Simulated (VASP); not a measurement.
# CuO (Pm-3m) in VASP: notebook, part 2 of 2

VASP 6.6.1.

**3. Relaxation of cell and atoms, MS2**

INCAR

```
SYSTEM = CuO
PREC = Accurate
ENCUT = 600
EDIFF = 1E-6
ISMEAR = 0
SIGMA = 0.05
LREAL = .False.
LASPH = .True.
NELM = 80
ALGO = Normal
ISIF = 3
LWAVE = .False.
LCHARG = .False.
METAGGA = MS2
LMIXTAU = .True.
IBRION = 2
NSW = 40
EDIFFG = -0.01
```

KPOINTS

```
regular mesh
0
Gamma
  10 10 10
  0 0 0
```

POSCAR

```
CuO
1.0
    2.5525506100      0.0000000000      0.0000000000
    0.0000000000      2.5525506100      0.0000000000
    0.0000000000      0.0000000000      2.5525506100
Cu O
1 1
Direct
    0.0000000000      0.0000000000      0.0000000000
    0.5000000000      0.5000000000      0.5000000000
```

Potentials or basis: VASP PAW PBE potentials, release 64 (Cu, O).

Started as:

```
> cat potpaw_PBE.64/Cu/POTCAR potpaw_PBE.64/O/POTCAR > POTCAR
> mpirun -np 1 vasp_std > vasp.out
```

OUTCAR:

```text
SYSTEM = CuO
   PREC = Accurate
   ENCUT = 600
   EDIFF = 1E-6
   ISMEAR = 0
   LREAL = .False.
   LASPH = .True.
   NELM = 80
   ISIF = 3
   METAGGA = MS2
   IBRION = 2
   NSW = 40
   EDIFFG = -0.01

 ion  position               nearest neighbor table
   1  0.000  0.000  0.000-   2 2.21   2 2.21   2 2.21   2 2.21   2 2.21   2 2.21   2 2.21   2 2.21

   2  0.500  0.500  0.500-   1 2.21   1 2.21   1 2.21   1 2.21   1 2.21   1 2.21   1 2.21   1 2.21

  LATTYP: Found a simple cubic cell.
 ALAT       =     2.5525506100

  Lattice vectors:

 A1 = (   2.5525506100,   0.0000000000,   0.0000000000)
 A2 = (   0.0000000000,   2.5525506100,   0.0000000000)
 A3 = (   0.0000000000,   0.0000000000,   2.5525506100)

Analysis of symmetry for initial positions (statically):
=====================================================================
 Subroutine PRICEL returns:
 Original cell was already a primitive cell.

 Routine SETGRP: Setting up the symmetry group for a
 simple cubic supercell.

 Subroutine GETGRP returns: Found 48 space group operations
 (whereof 48 operations were pure point group operations)
 out of a pool of 48 trial point group operations.

The static configuration has the point symmetry O_h .
[... 270 lines left out ...]

 number of electron      16.9999989 magnetization

 Free energy of the ion-electron system (eV)
  ---------------------------------------------------
  ext. energy  EPLUGINS =         0.00000000
  ---------------------------------------------------
  free energy    TOTEN  =       -12.63858291 eV

  energy without entropy =      -12.63556424  energy(sigma->0) =      -12.63707357

 E-fermi :   6.8265     XC(G=0): -14.0768

 val. band max:        6.8065035965   @ k =   0.5000   0.1000   0.0000
 cond. band min:       6.8495043581   @ k =   0.5000   0.4000   0.2000
 fundamental gap:      0.0430007616
 Fermi energy:         6.8264532442

 k-point     1 :       0.0000    0.0000    0.0000
  band No.  band energies     occupation
      1     -14.0573      2.00000
      2       3.2577      2.00000
      3       3.2577      2.00000
      4       4.7953      2.00000
      5       4.7953      2.00000
      6       4.7953      2.00000
      7       5.2071      2.00000
      8       5.2071      2.00000
      9       5.2071      2.00000
     10       7.7518      0.00000
     11      23.0659      0.00000
     12      23.0659      0.00000
[... 331 lines left out ...]
 k-point    24 :       0.3000    0.1000    0.1000
  band No.  band energies     occupation
      1     -13.1317      2.00000
      2       0.3153      2.00000
      3       3.0194      2.00000
      4       3.4203      2.00000
      5       3.7931      2.00000
      6       4.9447      2.00000
      7       5.1759      2.00000
      8       6.0581      2.00000
      9       6.7406      1.98478
     10      12.0908      0.00000
     11      18.7469      0.00000
     12      22.6630      0.00000

 [... further k-points ...]

------------------------ aborting loop because EDIFF is reached ----------------------------------------

  FORCE on cell =-STRESS in cart. coord.  units (eV):
  Direction    XX          YY          ZZ          XY          YZ          ZX
  --------------------------------------------------------------------------------------
  -------------------------------------------------------------------------------------
  Total       -0.0100123     -0.0100123     -0.0100123     -0.0000000     -0.0000000      0.0000000
  in kB       -0.9244065     -0.9244065     -0.9244065     -0.0000000     -0.0000000      0.0000000
  external PRESSURE =      -0.9244065 kB  Pullay stress =       0.0000000 kB
[... 17 lines left out ...]
  FREE ENERGIE OF THE ION-ELECTRON SYSTEM (eV)
  ---------------------------------------------------
  free  energy   TOTEN  =       -12.6385829108 eV

  energy  without entropy=      -12.6355642387  energy(sigma->0) =      -12.63707357

 reached required accuracy - stopping structural energy minimisation
```

OSZICAR:

```text
N       E                     dE             d eps       ncg     rms          rms(c)
DAV:   1     0.916711235388E+02    0.91671E+02   -0.91883E+03  1436   0.240E+03
DAV:   2    -0.186106219986E+02   -0.11028E+03   -0.10009E+03  1396   0.354E+02
DAV:   3    -0.268559155986E+02   -0.82453E+01   -0.74236E+01  1608   0.108E+02
[... 43 lines left out ...]
DAV:   4    -0.126384696350E+02    0.10208E-03   -0.34777E-04  1944   0.617E-01    0.438E-02
DAV:   5    -0.126386236934E+02   -0.15406E-03   -0.19032E-04  2004   0.325E-01    0.307E-02
DAV:   6    -0.126385842468E+02    0.39447E-04   -0.66192E-05  1976   0.166E-01    0.174E-03
DAV:   7    -0.126385880329E+02   -0.37860E-05   -0.36192E-06  1356   0.358E-02    0.234E-03
DAV:   8    -0.126385827964E+02    0.52365E-05   -0.14489E-07   672   0.206E-02    0.634E-04
DAV:   9    -0.126385829108E+02   -0.11443E-06   -0.49370E-08   672   0.760E-03
   4 F= -.12638583E+02 E0= -.12637074E+02  d E =-.204314E-01
```

CONTCAR:

```text
CuO
   1.00000000000000
     2.5889675382203796   -0.0000000000000000   -0.0000000000000000
     0.0000000000000000    2.5889675382203796    0.0000000000000000
    -0.0000000000000000   -0.0000000000000000    2.5889675382203796
  Cu              O
     1     1
Direct
     0.0000000000000000    0.0000000000000000    0.0000000000000000
     0.5000000000000000    0.5000000000000000    0.5000000000000000

  0.00000000E+00  0.00000000E+00  0.00000000E+00
  0.00000000E+00  0.00000000E+00  0.00000000E+00
```

It took 2.2 min on 1 thread of Intel Xeon Platinum 8259CL at 2.50GHz (Skylake/Cascade Lake), shared host; peak memory 0.14 GiB.

Results:

```
Free energy                            : -12.6386 eV
Relaxed volume                         : 8.68 Å³/atom
Relaxed cell                           : a = 2.589 Å, b = 2.589 Å, c = 2.589 Å, α = 90.00°, β = 90.00°, γ = 90.00°
Space group after relaxing (to 0.05 Å) : Pm-3m (No. 221)
Energy gained by relaxing              : 10.2 meV/atom
Ionic steps                            : 4
Pressure after relaxing                : -0.1 GPa
Band gap on the k mesh                 : none (metal or under the smearing width)
```

Step by step:
```tsv
step	energy change (eV)	largest force (eV/Å)	pressure (GPa)	volume (Å³)
1	0.0000	0.0000	8.19	16.63
2	-0.0186	0.0000	-3.21	17.68
3	-0.0206	0.0000	-0.68	17.42
4	-0.0204	0.0000	-0.09	17.35
```

Final structure:
```
CELL_PARAMETERS angstrom
2.58897 0.00000 0.00000
0.00000 2.58897 0.00000
0.00000 0.00000 2.58897
ATOMIC_POSITIONS crystal
Cu 0.00000 0.00000 0.00000
O 0.50000 0.50000 0.50000
```

Caveat: the PAW data sets were made with another functional, which shifts forces and pressure a little; an odd number of electrons without spin polarisation forces a metal; a magnetic or distorted state may lie lower; the run has no spin polarisation, though such a crystal can be magnetic; semilocal functionals often make such compounds metallic where correlation or magnetic order opens a gap, which also shifts bond lengths.

**4. Relaxation of cell and atoms, r2SCAN+D3(BJ)**

INCAR

```
PREC     = Accurate       # precision mode
ENCUT    = 600            # plane-wave cutoff, eV
EDIFF    = 1E-7           # SCF threshold, eV
ISMEAR   = 0              # smearing method
SIGMA    = 0.05           # smearing width, eV
LREAL    = False          # projectors in reciprocal space
LASPH    = True           # aspherical terms in the spheres
NELM     = 60             # most SCF steps
ALGO     = Normal         # electronic algorithm
ISIF     = 3              # what is computed and relaxed
LWAVE    = False          # write WAVECAR
LCHARG   = False          # write CHGCAR
METAGGA  = R2SCAN         # meta-GGA
LMIXTAU  = True         
IVDW     = 12             # dispersion correction
VDW_S6   = 1.0          
VDW_S8   = 0.78981345   
VDW_A1   = 0.49484001   
VDW_A2   = 5.73083694   
IBRION   = 2              # ionic algorithm
NSW      = 40             # ionic steps
EDIFFG   = -0.01          # ionic threshold
```

KPOINTS

```
Automatic mesh
0
Gamma
  10 10 10
```

POSCAR is that of step 3.

Started as:

```
> cat potpaw_PBE.64/Cu/POTCAR potpaw_PBE.64/O/POTCAR > POTCAR
> mpirun -np 1 vasp_std > vasp.out
```

It took 2 min on 1 thread of Intel Xeon Platinum 8259CL at 2.50GHz (Skylake/Cascade Lake), shared host; peak memory 0.15 GiB.

It converged, with:

| Quantity | Value |
| --- | --- |
| Free energy | -17.2424 eV |
| Relaxed volume | 8.66 Å³/atom |
| Relaxed cell | a = 2.587 Å, b = 2.587 Å, c = 2.587 Å, α = 90.00°, β = 90.00°, γ = 90.00° |
| Space group after relaxing (to 0.05 Å) | Pm-3m (No. 221) |
| Energy gained by relaxing | 9.6 meV/atom |
| Ionic steps | 3 |
| Pressure after relaxing | 0.0 GPa |
| Band gap on the k mesh | none (metal or under the smearing width) |
| Dispersion energy per atom | -0.157 eV |

Step by step:
```
step  energy change (eV)  largest force (eV/Å)  pressure (GPa)  volume (Å³)
   1              0.0000                0.0000            9.29        16.63
   2             -0.0103                0.0000           -5.49        17.82
   3             -0.0192                0.0000           -0.02        17.32
```

Final structure:
```
CELL_PARAMETERS angstrom
2.58732 0.00000 0.00000
0.00000 2.58732 0.00000
0.00000 0.00000 2.58732
ATOMIC_POSITIONS crystal
Cu 0.00000 0.00000 0.00000
O 0.50000 0.50000 0.50000
```

Levels at points of the mesh, in eV from the Fermi level:
```tsv
k point	band 7	band 8	band 9	band 10	band 11	band 12
(0.00, 0.00, 0.00)	-1.69	-1.69	-1.69	1.62	16.86	16.86
(0.50, 0.00, 0.00)	-1.27	0.47	0.47	7.54	9.11	18.72
(0.50, 0.50, 0.00)	-2.16	-1.31	-1.00	6.01	12.76	12.76
(0.50, 0.50, 0.50)	0.36	0.36	0.36	7.83	7.83	7.83
```

Caveat: the PAW data sets were made with another functional, which shifts forces and pressure a little; an odd number of electrons without spin polarisation forces a metal; a magnetic or distorted state may lie lower; the run has no spin polarisation, though such a crystal can be magnetic; semilocal functionals often make such compounds metallic where correlation or magnetic order opens a gap, which also shifts bond lengths; pairwise dispersion overbinds metals, which lowers pressure and volume.

**5. Summary**

| level | gap on the mesh (eV) | pressure (GPa) | relaxed volume (Å³/atom) |
| --- | --- | --- | --- |
| r2SCAN | none | 0.0 | 8.79 |
| MS2 | none | -0.1 | 8.68 |
| r2SCAN+D3(BJ) | none | 0.0 | 8.66 |

Alike in all rows: task relaxation of cell and atoms; potentials or basis VASP PAW PBE potentials, release 64 (Cu, O); no spin polarisation; cell relaxed; k mesh 10 × 10 × 10; cutoff (eV) 600; smearing gaussian 0.05 eV.

Caveats: the PAW data sets were made with another functional, which shifts forces and pressure a little; an odd number of electrons without spin polarisation forces a metal; a magnetic or distorted state may lie lower; the run has no spin polarisation, though such a crystal can be magnetic; semilocal functionals often make such compounds metallic where correlation or magnetic order opens a gap, which also shifts bond lengths; pairwise dispersion overbinds metals, which lowers pressure and volume (some runs).

Absolute energies hang on the potentials; compare differences alone.
